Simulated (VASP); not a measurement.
Wanted: the native input for a VASP 6.6.1 run.

| Quantity | Value |
| --- | --- |
| Task | single point |
| Functional | PBEsol |
| Potentials or basis | VASP PAW PBE potentials, release 64 (Cd) |
| Cutoff | 520 eV |
| k mesh | 18 × 18 × 18 |
| Occupations | gaussian, width 0.15 eV |
| Spin | no spin polarisation |
| Dipole correction | no |
| Further INCAR settings | ALGO = Fast; EDIFF = 1e-06; NBANDS = 12 |

The structure of Cd lies in POSCAR:

```
Cd
1.0
   -1.7843220000      1.8679174857      1.8679174857
    1.7843220000     -1.7007265143      1.7007265143
    1.7843220000      1.7007265143     -1.7007265143
Cd
1
Direct
    0.0000000000      0.0000000000      0.0000000000
```

This isn't the form of Cd at room conditions, which is hcp.

The cell isn't the ideal one: strain +0.0937 x Voigt [0, 0, 0, 1, 0, 0], atoms carried along.

One way to write it, as run:

INCAR

```
SYSTEM = Cd
PREC     = Accurate       ! precision mode
ENCUT    = 520            ! plane-wave cutoff, eV
EDIFF    = 1E-6           ! SCF threshold, eV
ISMEAR   = 0              ! smearing method
SIGMA    = 0.15           ! smearing width, eV
LREAL    = .False.        ! projectors in reciprocal space
LASPH    = .True.         ! aspherical terms in the spheres
NELM     = 100            ! most SCF steps
ALGO     = Fast           ! electronic algorithm
ISIF     = 2              ! what is computed and relaxed
LWAVE    = .False.        ! write WAVECAR
LCHARG   = .False.        ! write CHGCAR
GGA      = PS             ! functional
NBANDS   = 12             ! bands
```

KPOINTS

```
Automatic mesh
0
Gamma
  18 18 18
  0 0 0
```

Potentials or basis: VASP PAW PBE potentials, release 64 (Cd).

Command:

```bash
$ cat potpaw_PBE.64/Cd/POTCAR > POTCAR
$ mpirun -np 1 vasp_std > vasp.out
```

It gave:

The pressure is -2.2 GPa and the band gap on the k mesh is none (metal or under the smearing width).

Caveat: the PAW data sets were made with another functional, which shifts forces and pressure a little.

It took 64 s on 1 thread of Intel(R) Xeon(R) 6975P-C (Granite Rapids), with other jobs on the host, peak memory 0.32 GiB.
